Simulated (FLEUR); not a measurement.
# La (P6_3/mmc) in FLEUR: notebook

Runs on La. Level: PBE. Tasks: equation of state.

Everything below comes from runs of FLEUR MaX-R8.1 (later development tree). Logs are shortened: lines on timing, memory, paths and dates and some standing lists are left out, and cuts for length are marked.

## Step 1: The crystal as given

It takes space group P6_3/mmc (No. 194, hexagonal). Conventional cell: a = 3.750 Å, b = 3.750 Å, c = 6.070 Å, α = 90.00°, β = 90.00°, γ = 120.00°. La (site symmetry -6m2) has 12 La at 3.73 to 3.75 Å as nearest neighbours.

This isn't the form of La at room conditions, which is double hcp.

## Step 2: Equation of state, PBE, 34.74 Å³/atom (volume scaled by 0.94)

Contents of inp.xml:

```xml
<?xml version="1.0" encoding="UTF-8" standalone="no"?>
<fleurInput fleurInputVersion="0.39">
   <comment>
      La                                                                                                  
   </comment>
   <calculationSetup>
      <cutoffs Kmax="4.1" Gmax="12.7" GmaxXC="12.7" numbands="0"/>
      <scfLoop itmax="60" minDistance="0.00001" maxIterBroyd="15" imix="Anderson" alpha="0.05" precondParam="0.0" spinf="2.0" sdNocoIR="T"/>
      <coreElectrons ctail="T" frcor="F" kcrel="0" coretail_lmax="0"/>
      <xcFunctional name="pbe" relativisticCorrections="F"/>
      <magnetism jspins="1"/>
      <soc l_soc="F" theta="0.0" phi="0.0" spav="F"/>
      <expertModes spex="0" secvar="F"/>
      <geometryOptimization l_f="F" forcealpha="1.0" forcemix="BFGS" epsdisp="0.0005" epsforce="0.0002"/>
      <ldaU l_linMix="F" mixParam="0.05" spinf="1.0"/>
   </calculationSetup>
   <cell>
      <bzIntegration valenceElectrons="22.0" mode="hist" fermiSmearingEnergy="0.00183747">
         <kPointListSelection listName="default-1"/>
         <!-- k-points included here -->
         <xi:include xmlns:xi="http://www.w3.org/2001/XInclude" href="kpts.xml"> </xi:include>
      </bzIntegration>
      <!-- symmetry operations included here -->
      <xi:include xmlns:xi="http://www.w3.org/2001/XInclude" href="sym.xml"> </xi:include>
      <bulkLattice scale="0.9795861087">
         <bravaisMatrix>
            <row-1>    7.0864729672499998     0.0000000000000000     0.0000000000000000</row-1>
            <row-2>   -3.5432364836249999     6.1370656128859791     0.0000000000000000</row-2>
            <row-3>    0.0000000000000000     0.0000000000000000    11.4706375763219999</row-3>
         </bravaisMatrix>
      </bulkLattice>
   </cell>
   <atomSpecies>
      <species name="Lanthanum (La)" element="La" atomicNumber="57">
         <mtSphere radius="2.66" gridPoints="879" logIncrement="0.015"/>
         <atomicCutoffs lmax="10" lnonsphr="10"/>
         <electronConfig flipSpins="F">
            <coreConfig>(1s1/2) (2s1/2) (2p1/2) (2p3/2) (3s1/2) (3p1/2) (3p3/2) (4s1/2) (3d3/2) (3d5/2) (4p1/2) (4p3/2) (4d3/2) (4d5/2)</coreConfig>
            <valenceConfig>(5s1/2) (5p1/2) (5p3/2) (6s1/2) (5d3/2) (5d5/2)</valenceConfig>
            <stateOccupation state="(5d3/2)" spinUp="0.200000" spinDown="0.200000"/>
            <stateOccupation state="(5d5/2)" spinUp="0.300000" spinDown="0.300000"/>
         </electronConfig>
         <energyParameters s="6" p="5" d="5" f="4"/>
         <lo type="SCLO" l="0" n="5" eDeriv="0"/>
         <lo type="HELO" l="1" n="6" eDeriv="0"/>
         <lo type="HELO" l="1" n="6" eDeriv="1"/>
         <lo type="SCLO" l="2" n="5" eDeriv="2"/>
         <lo type="SCLO" l="3" n="4" eDeriv="2"/>
      </species>
   </atomSpecies>
   <atomGroups>
      <atomGroup species="Lanthanum (La)">
         <relPos label="                   1">-1.000/3.000 1.000/3.000 -1.000/4.000</relPos>
         <relPos label="                   2">1.000/3.000 -1.000/3.000 1.000/4.000</relPos>
         <force calculate="T" relaxXYZ="TTT"/>
      </atomGroup>
   </atomGroups>
   <output dos="F" band="F" slice="F">
      <checks vchk="F" cdinf="F"/>
      <bandDOS minEnergy="-.5*Htr" maxEnergy="0.5*Htr" sigma="0.015" storeEVData="T"/>
      <vacuumDOS vacdos="F" integ="F" star="F" nstars="0" locx1="0.0" locy1="0.0" locx2="0.0" locy2="0.0" nstm="0" tworkf="0.0"/>
      <unfoldingBand unfoldBand="F" supercellX="1" supercellY="1" supercellZ="1"/>
      <plotting iplot="0" polar="F">
         <plot TwoD="T" vec1="  1.0  0.0  0.0" vec2="  0.0  1.0  0.0" vec3="  0.0  0.0  1.0" zero="  0.0  0.0  0.0" file="plot"/>
      </plotting>
      <chargeDensitySlicing numkpt="0" minEigenval="0.0" maxEigenval="0.0" nnne="0" pallst="F"/>
      <specialOutput eonly="F"/>
      <moessbauerParams electricFieldGradient="T" isomerShift="T" coreHyperfine="T" valenceHyperfine="T"/>
      <magneticCircularDichroism mcd="F" energyLo="-10.0" energyUp="0.0"/>
   </output>
  <!-- We include the file relax.xml here to enable relaxations (see documentation) -->
  <xi:include xmlns:xi="http://www.w3.org/2001/XInclude" href="relax.xml"> <xi:fallback/> </xi:include>
</fleurInput>
```

Potentials or basis: all-electron, FLAPW.

Launch:

```sh
$ inpgen -f crystal.txt -profile fastHighL
$ # inp.xml edited to the form shown
$ fleur_MPI
```

The program printed:

```text
Welcome to FLEUR        (www.flapw.de)
      MaX-Release 8.1          (www.max-centre.eu)

 ========== k-point set info ==========
 Selected k-point list: default-1
 k-point list type: mesh
 8 x 8 x 5
 Number of k points: 30

 ------------Calculation Setup---------------------------
 Number of MPI-tasks      :            1
 Number of PE/node        :            1
 Number of OMP-threads    :            1
 Most efficient MPI parallelization for:
           1           2           3           5           6          10          15          30
 Additional eigenvalue parallelization possible
 Number of basis functions:          634
 Approximate size of matrices (H+S) per k-point:         0.006 GB
 --------------------------------------------------------
 Iteration:     1   Distance:       3.87933197 me/bohr^3
 Iteration:     2   Distance:       3.67174581 me/bohr^3
 Iteration:     3   Distance:       0.76244881 me/bohr^3
 Iteration:     4   Distance:       0.30762063 me/bohr^3
 Iteration:     5   Distance:       0.25060490 me/bohr^3
 Iteration:     6   Distance:       0.02554037 me/bohr^3
 Iteration:     7   Distance:       0.02577012 me/bohr^3
 Iteration:     8   Distance:       0.00381924 me/bohr^3
 Iteration:     9   Distance:       0.00053708 me/bohr^3
 Iteration:    10   Distance:       0.00048579 me/bohr^3
 Iteration:    11   Distance:       0.00006196 me/bohr^3
 Iteration:    12   Distance:       0.00000458 me/bohr^3

 ********************************************************************
 Run finished successfully
 Stop message:
   all done
 ********************************************************************
```

out.xml (last iteration):

```text
<iteration numberForCurrentRun="   12" overallNumber="   12">
         <energyParameters units="Htr">
            <atomicEP atomType="1" spin="1" branch="6s" branchLowest="-0.64" branchHighest="3.04" value="0.3200093771"/>
            <atomicEP atomType="1" spin="1" branch="5p" branchLowest="-6.67" branchHighest="0.10" value="-0.1674953831"/>
            <atomicEP atomType="1" spin="1" branch="5d" branchLowest="-3.15" branchHighest="1.26" value="0.4039765634"/>
            <atomicEP atomType="1" spin="1" branch="4f" branchLowest="-9.99" branchHighest="0.56" value="0.4885299953"/>
            <loAtomicEP atomType="1" spin="1" branch="5s" branchLowest="-9.12" branchHighest="-0.64" value="-0.7822575750"/>
            <heloAtomicEP atomType="1" spin="1" branch="6p" branchLowest="2.52" branchHighest="2.52" value="2.5208814925"/>
            <heloAtomicEP atomType="1" spin="1" branch="6p" branchLowest="2.52" branchHighest="2.52" value="2.5208814925"/>
            <loAtomicEP atomType="1" spin="1" branch="5d" branchLowest="-3.15" branchHighest="1.26" value="0.4028501079"/>
            <loAtomicEP atomType="1" spin="1" branch="4f" branchLowest="-9.99" branchHighest="0.56" value="0.4855969192"/>
         </energyParameters>
         <eigenvalues>
            <eigenvaluesAt spin="1" ikpt="1" k_x="0.00000000" k_y="0.00000000" k_z="0.00000000">
                      -0.7893297419       -0.7796476109       -0.2199176251       -0.1662634940       -0.1662634940
                      -0.1580678995       -0.1580678995       -0.1572182309        0.2995030608        0.3474070631
                       0.4549896652        0.4648557575        0.4648557575        0.4722644137        0.4762711435
                       0.4785378776        0.4785378776        0.4833507604
            </eigenvaluesAt>
            <eigenvaluesAt spin="1" ikpt="2" k_x="0.00000000" k_y="0.00000000" k_z="0.20000000">
                      -0.7884388482       -0.7806076916       -0.2146356860       -0.1654978269       -0.1654978269
                      -0.1641211777       -0.1588679874       -0.1588679874        0.3115135589        0.3504253057
                       0.4507466507        0.4641873496        0.4641873496        0.4656166419        0.4679085210
                       0.4757853446        0.4757853446        0.4835397173
            </eigenvaluesAt>
            <eigenvaluesAt spin="1" ikpt="3" k_x="0.00000000" k_y="0.00000000" k_z="0.40000000">
                      -0.7860742191       -0.7830841281       -0.2002396034       -0.1810704473       -0.1634767278
                      -0.1634767278       -0.1609446169       -0.1609446169        0.3384884659        0.3536645095
                       0.4381234462        0.4464964040        0.4650473710        0.4650473710        0.4691572813
                       0.4698071135        0.4698071135        0.4776450709
            </eigenvaluesAt>
            <eigenvaluesAt spin="1" ikpt="4" k_x="0.00000000" k_y="0.12500000" k_z="0.00000000">
                      -0.7881598034       -0.7790968169       -0.2170777800       -0.1737736230       -0.1685738085
                      -0.1656818227       -0.1590150990       -0.1584231707        0.3157025252        0.3617258582
                       0.4311277216        0.4569925076        0.4599858957        0.4691129690        0.4706708514
                       0.4776134862        0.4777269992        0.4810922355
            </eigenvaluesAt>
         </eigenvalues>
         <bandgap value="0.0004478286" units="eV"/>
         <sumValenceSingleParticleEnergies value="-3.0487213981" units="Htr"/>
         <FermiEnergy value="0.4150443828" units="Htr"/>
         <valenceDensity>
            <mtCharges spin="1">
               <mtCharge atomType="1" total="8.3667641" s="2.0494167" p="5.4026714" d="0.8200729" f="0.0937947"/>
            </mtCharges>
            <spinDependentCharge spin="1" total="22.0000000" interstitial="5.2664719" mtSpheres="16.7335281"/>
            <totalCharge value="22.0000000000"/>
         </valenceDensity>
         <coreStates atomType="     1" atomicNumber=" 57" spin="1" kinEnergy="   9039.4424461972" eigValSum="  -5234.8799952934" lostElectrons=" 0.000469">
            <state n="1" l="0" j="0.5" energy="-1422.2689810191" weight="1.0000000000"/>
            <state n="2" l="0" j="0.5" energy="-225.7590128443" weight="1.0000000000"/>
            <state n="2" l="1" j="0.5" energy="-212.8663382541" weight="1.0000000000"/>
            <state n="2" l="1" j="1.5" energy="-197.6835929251" weight="2.0000000000"/>
            <state n="3" l="0" j="0.5" energy="-47.7627836931" weight="1.0000000000"/>
            <state n="3" l="1" j="0.5" energy="-42.3297629308" weight="1.0000000000"/>
            <state n="3" l="1" j="1.5" energy="-39.3705670836" weight="2.0000000000"/>
            <state n="4" l="0" j="0.5" energy="-9.1155848781" weight="1.0000000000"/>
            <state n="3" l="2" j="1.5" energy="-29.8593122499" weight="2.0000000000"/>
            <state n="3" l="2" j="2.5" energy="-29.2262584892" weight="3.0000000000"/>
            <state n="4" l="1" j="0.5" energy="-7.1170436067" weight="1.0000000000"/>
            <state n="4" l="1" j="1.5" energy="-6.4880196014" weight="2.0000000000"/>
            <state n="4" l="2" j="1.5" energy="-3.2132214453" weight="2.0000000000"/>
            <state n="4" l="2" j="2.5" energy="-3.1040961141" weight="3.0000000000"/>
         </coreStates>
         <allElectronCharges>
            <spinDependentCharge spin="1" total="114.0000000" interstitial="5.2674095" mtSpheres="108.7325904"/>
            <totalCharge value="113.9999999893"/>
         </allElectronCharges>
         <moessbauerParams unitsHFF="kG" unitsIS="e/bohr^3" unitsEFG="Htr/bohr^2">
            <coreIsomerShift atomType="1" isTotal="360070.30604">
               <shell n="1" l="0" isomerShift="310338.27622"/>
               <shell n="2" l="0" isomerShift="38437.81597"/>
               <shell n="2" l="1" isomerShift="1251.90622"/>
               <shell n="3" l="0" isomerShift="7892.19749"/>
               <shell n="3" l="1" isomerShift="281.26640"/>
               <shell n="4" l="0" isomerShift="1807.17018"/>
               <shell n="3" l="2" isomerShift="0.00007"/>
               <shell n="4" l="1" isomerShift="61.67347"/>
               <shell n="4" l="2" isomerShift="0.00002"/>
            </coreIsomerShift>
            <isomerShift atomType="1" nucleusRadius="0.0001223" averageDensity="360406.82052"/>
            <electricFieldGradient atomType="1" VXX="-0.10319" VYY="-0.10319" VZZ="0.20637" asymParam="0.00000">
            </electricFieldGradient>
         </moessbauerParams>
         <totalEnergy                                    value="   -16995.3213470625" units="Htr">
            <sumOfEigenvalues                            value="   -10472.8087119849">
               <coreElectrons value="-10469.7599905868"/>
               <valenceElectrons value="-3.0487213981"/>
            </sumOfEigenvalues>
            <densityCoulombPotentialIntegral value="-28127.9073880007"/>
            <densityEffectivePotentialIntegral value="-28661.2083915824"/>
            <chargeDenXCDenIntegral value="-408.3500066744"/>
            <FockExchangeEnergyValence value="0.0000000000"/>
            <FockExchangeEnergyCore value="0.0000000000"/>
            <atomTypeDependentContributions atomType="1">
               <electronNucleiInteractionDifferentMTs value="20639.2109171885"/>
               <MadelungTerm value="-72.2064087967"/>
            </atomTypeDependentContributions>
            <tkbTimesEntropy value="0.0013326475"/>
            <freeEnergy value="-16995.3226797100"/>
            <extrapolationTo0K value="-16995.3220133863"/>
         </totalEnergy>
         <densityConvergence units="me/bohr^3">
            <chargeDensity spin="1" distance="0.0000045788"/>
         </densityConvergence>
      </iteration>
```

It took 45 s on 1 thread of Arm Neoverse V1, shared host; peak memory 0.07 GiB.

Results:

```
Free energy                                           : -462466.2898 eV
Band gap on the k mesh                                : none (metal or under the smearing width)
Valence electrons inside the program's atomic spheres : La 8.37 (radii La 2.66 bohr)
```

## Step 3: Equation of state, PBE, 35.48 Å³/atom (volume scaled by 0.96)

inp.xml, as its differences from that of step 2:

```diff
@@ -24,3 +24,3 @@
       <xi:include xmlns:xi="http://www.w3.org/2001/XInclude" href="sym.xml"> </xi:include>
-      <bulkLattice scale="0.9795861087">
+      <bulkLattice scale="0.9864848297">
          <bravaisMatrix>
```

Potentials or basis: all-electron, FLAPW.

Launch:

```sh
$ inpgen -f crystal.txt -profile fastHighL
$ # inp.xml edited to the form shown
$ fleur_MPI
```

It took 50 s on 1 thread of Arm Neoverse V1, shared host; peak memory 0.07 GiB.

The run converged. Its results:

* Free energy: -462466.3094 eV
* Band gap on the k mesh: none (metal or under the smearing width)
* Valence electrons inside the program's atomic spheres: La 8.35 (radii La 2.66 bohr)

## Step 4: Equation of state, PBE, 36.22 Å³/atom (volume scaled by 0.98)

inp.xml, as its differences from that of step 3:

```diff
@@ -24,3 +24,3 @@
       <xi:include xmlns:xi="http://www.w3.org/2001/XInclude" href="sym.xml"> </xi:include>
-      <bulkLattice scale="0.9864848297">
+      <bulkLattice scale="0.9932883884">
          <bravaisMatrix>
```

Launch:

```sh
$ inpgen -f crystal.txt -profile fastHighL
$ # inp.xml edited to the form shown
$ fleur_MPI
```

Run time: 48 s. Hardware: 1 thread of Arm Neoverse V1, shared host; peak memory 0.07 GiB.

Results (log left out):

- Free energy: -462466.3236 eV
- Band gap on the k mesh: none (metal or under the smearing width)
- Valence electrons inside the program's atomic spheres: La 8.33 (radii La 2.66 bohr)

## Step 5: Equation of state, PBE, 36.96 Å³/atom

inp.xml, as its differences from that of step 4:

```diff
@@ -24,3 +24,3 @@
       <xi:include xmlns:xi="http://www.w3.org/2001/XInclude" href="sym.xml"> </xi:include>
-      <bulkLattice scale="0.9932883884">
+      <bulkLattice scale="1.0000000000">
          <bravaisMatrix>
```

Launch:

```sh
$ inpgen -f crystal.txt -profile fastHighL
$ # inp.xml edited to the form shown
$ fleur_MPI
```

It took 54 s on 1 thread of Arm Neoverse V1, shared host; peak memory 0.07 GiB.

Results (log left out):

```yaml
Free_energy: -462466.3327 eV
Band_gap_on_the_k_mesh: none (metal or under the smearing width)
Valence_electrons_inside_the_program's_atomic_spheres: La 8.32 (radii La 2.66 bohr)
```

## Step 6: Equation of state, PBE, 37.70 Å³/atom (volume scaled by 1.02)

inp.xml, as its differences from that of step 5:

```diff
@@ -24,3 +24,3 @@
       <xi:include xmlns:xi="http://www.w3.org/2001/XInclude" href="sym.xml"> </xi:include>
-      <bulkLattice scale="1.0000000000">
+      <bulkLattice scale="1.0066227096">
          <bravaisMatrix>
```

Potentials or basis: all-electron, FLAPW.

Launch:

```sh
$ inpgen -f crystal.txt -profile fastHighL
$ # inp.xml edited to the form shown
$ fleur_MPI
```

It took 56 s on 1 thread of Arm Neoverse V1, shared host; peak memory 0.07 GiB.

The run converged. Its results:

```yaml
Free_energy: -462466.3368 eV
Band_gap_on_the_k_mesh: none (metal or under the smearing width)
Valence_electrons_inside_the_program's_atomic_spheres: La 8.31 (radii La 2.66 bohr)
```

## Step 7: Equation of state, PBE, 38.44 Å³/atom (volume scaled by 1.04)

inp.xml, as its differences from that of step 6:

```diff
@@ -24,3 +24,3 @@
       <xi:include xmlns:xi="http://www.w3.org/2001/XInclude" href="sym.xml"> </xi:include>
-      <bulkLattice scale="1.0066227096">
+      <bulkLattice scale="1.0131594038">
          <bravaisMatrix>
```

Launch:

```sh
$ inpgen -f crystal.txt -profile fastHighL
$ # inp.xml edited to the form shown
$ fleur_MPI
```

Run time: 58 s. Hardware: 1 thread of Arm Neoverse V1, shared host; peak memory 0.07 GiB.

Results (log left out):

- Free energy: -462466.3361 eV
- Band gap on the k mesh: none (metal or under the smearing width)
- Valence electrons inside the program's atomic spheres: La 8.29 (radii La 2.66 bohr)

## Step 8: Equation of state, PBE, 39.18 Å³/atom (volume scaled by 1.06)

inp.xml, as its differences from that of step 7:

```diff
@@ -24,3 +24,3 @@
       <xi:include xmlns:xi="http://www.w3.org/2001/XInclude" href="sym.xml"> </xi:include>
-      <bulkLattice scale="1.0131594038">
+      <bulkLattice scale="1.0196128224">
          <bravaisMatrix>
```

Launch:

```sh
$ inpgen -f crystal.txt -profile fastHighL
$ # inp.xml edited to the form shown
$ fleur_MPI
```

Run time: 55 s. Hardware: 1 thread of Arm Neoverse V1, shared host; peak memory 0.07 GiB.

Results (log left out):

```yaml
Free_energy: -462466.3309 eV
Band_gap_on_the_k_mesh: none (metal or under the smearing width)
Valence_electrons_inside_the_program's_atomic_spheres: La 8.28 (radii La 2.66 bohr)
```

## Step 9: Equation of state, PBE

Potentials or basis: all-electron, FLAPW.

No new run: the results of the series are fitted here.

What came out:

```
Equilibrium volume                        : 37.96 Å³/atom (rough: see the caveat)
Bulk modulus at fixed shape and positions : 26 GPa (rough)
```

Energy against volume, from the lowest point:
```csv
volume (Å³/atom),energy (meV/atom)
34.744,23.47
35.483,13.69
36.222,6.56
36.962,2.03
37.701,0.00
38.440,0.35
39.179,2.94
```

Caveat: the fit is doubtful: noisy points or a state that changes with volume; the cell was scaled at fixed shape and fractional positions, which overstates the stiffness of a crystal with free parameters, most of all of layers and chains.
